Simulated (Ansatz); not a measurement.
SiC (Moissanite 6H): equation of state with rPW86-PBE+rVV10

The system is SiC (Moissanite 6H).

```
Si C
1.0
     3.09500    0.00000    0.00000
    -1.54750    2.68035    0.00000
     0.00000    0.00000   15.17000
Si C
6 6
Direct
  0.66667 0.33333 0.45830
  0.33333 0.66667 0.95830
  0.66667 0.33333 0.79170
  0.33333 0.66667 0.29170
  0.00000 0.00000 0.62500
  0.00000 0.00000 0.12500
  0.66667 0.33333 0.33330
  0.33333 0.66667 0.83330
  0.66667 0.33333 0.66670
  0.33333 0.66667 0.16670
  0.00000 0.00000 0.50000
  0.00000 0.00000 0.00000
```

```
Program             : Ansatz 0.2.0
Task                : equation of state
Functional          : rPW86-PBE
Dispersion          : rVV10
Potentials or basis : Ansatz PAW
Cutoff              : 420 eV
Density cutoff      : 2100 eV
k mesh              : 10 × 10 × 2
Occupations         : fermi-dirac, width 0.05 eV
Spin                : no spin polarisation
```

| Property | Result |
| --- | --- |
| Equilibrium volume | 10.60 Å³/atom |
| Bulk modulus at fixed shape and positions | 205 GPa |
| Pressure derivative of the bulk modulus | 3.9 |

Energy against volume, from the lowest point:
```csv
volume (Å³/atom),energy (meV/atom)
9.858,37.30
10.068,18.35
10.277,6.24
10.487,0.30
10.697,0.00
10.907,4.79
11.116,14.21
```

All runs of the series together: 100 s on 2 threads of Intel(R) Xeon(R) Processor @ 2.50GHz (Skylake/Cascade Lake) (shared host).

Caveat: the potentials were made for another functional, which shifts forces and pressure; the cell was scaled at fixed shape and fractional positions, which overstates the stiffness of a crystal with free parameters, most of all of layers and chains.
